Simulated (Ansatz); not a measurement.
## C: one input, then a changed one

The cell is COD entry 1200018, as deposited and not checked against the literature; nothing was relaxed. It is an old determination, and later ones may differ.

First run: DFT, PBEsol, PAW with Ansatz's default frozen-core files, scalar-relativistic (Ansatz 0.2.0).

Command: `ansatz run input.yaml --threads 1 --pin off --max-ram 2048MiB --backend cpu --events-out ev --progress --plain --runs-dir out` The run took about 3.6 s on 1 thread of a shared machine.

```yaml
crystal:
  lattice:
    - [1.2280263465, 0.7090013417, 3.3470108394]
    - [-1.2280263465, 0.7090013417, 3.3470108394]
    - [0.0, -1.4180026834, 3.3470108394]
  atoms:
    - { symbol: C, position: [0.164, 0.164, 0.164] }
    - { symbol: C, position: [0.836, 0.836, 0.836] }
kpoints:
  mp_grid: { grid: [17, 17, 17] }
  band_path:
    path:
      - [0.0, 0.0, 0.0]
      - [0.5, 0.5, 0.5]
      - [0.8034183602, 0.1965816398, 0.5]
      - [0.5, -0.1965816398, 0.1965816398]
      - [0.5, 0.0, 0.0]
      - [0.0, 0.0, 0.0]
      - [0.3482908199, -0.3482908199, 0.0]
      - [0.6517091801, 0.0, 0.3482908199]
      - [0.5, 0.0, 0.5]
    npoints: 5
scf:
  occupations: { method: fermi_dirac, width: 0.03 }
hamiltonian:
  xc: pbesol
  pseudopotentials: { kind: paw }
output:
  forces: true
  stress: true
  eigenvalues: true
  efg: { contact_densities: true }
  write_density: true
  write_potential: true
  elf: true
  volumetric_format: npy
```

Result: converged; pressure 1.16 GPa; largest force 0.874 eV/Å; gap on the k mesh 0.38 eV (the mesh can miss the band edges); 6 SCF iterations.

The input is then changed:

```diff
@@ -8,5 +8,5 @@
     - { symbol: C, position: [0.836, 0.836, 0.836] }
 kpoints:
-  mp_grid: { grid: [17, 17, 17] }
+  mp_grid: { grid: [11, 11, 11] }
   band_path:
     path:
@@ -23,4 +23,6 @@
 scf:
   occupations: { method: fermi_dirac, width: 0.03 }
+  eigensolver: { kind: davidson }
+  mixing: { preconditioner: resta }
 hamiltonian:
   xc: pbesol
@@ -31,7 +33,3 @@
   eigenvalues: true
   efg: { contact_densities: true }
-  write_density: true
-  write_potential: true
-  elf: true
-  volumetric_format: npy
```

Q: Predict the outcome of the changed run.

A: It converged; energy at zero smearing -0.3 meV/atom from the first run; pressure 1.15 GPa; largest force 0.876 eV/Å; gap on the k mesh 0.95 eV (the mesh can miss the band edges); 6 SCF iterations. Some of these settings are too coarse for converged properties.
